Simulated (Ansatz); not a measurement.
# Relativistic treatment of Yb

```
Yb
1.0
     3.87990    0.00000    0.00000
    -1.93995    3.36009    0.00000
     0.00000    0.00000    6.38590
Yb
2
Direct
  0.33333 0.66667 0.25000
  0.66667 0.33333 0.75000
```

Atoms are numbered in the order listed.

Conventional cell: a = 3.880 Å, b = 3.880 Å, c = 6.386 Å, α = 90.00°, β = 90.00°, γ = 120.00°. Yb (atom 1) has 12 Yb at 3.88 to 3.90 Å as nearest neighbours.

The cell is COD entry 1540221, as deposited and not checked against the literature; nothing was relaxed.

Where the f shell is localised, expect the real compound to differ from this run without U.

One fixed cell is solved with PBE by LAPW (all electrons) in Ansatz 0.2.0 under different relativistic treatments. Pressure is positive in compression.

The runs use a Γ-centred 11×11×6 k mesh, Fermi–Dirac smearing of 0.03 eV, basis error target 0.5 meV/atom, no spin polarisation.

| setting | P (GPa) |
| --- | --- |
| scalar-relativistic | -2.15 |
| non-relativistic | 2.38 |
| with spin–orbit coupling | -2.85 |
| scalar-relativistic, inner shells corrected to Dirac | -2.13 |
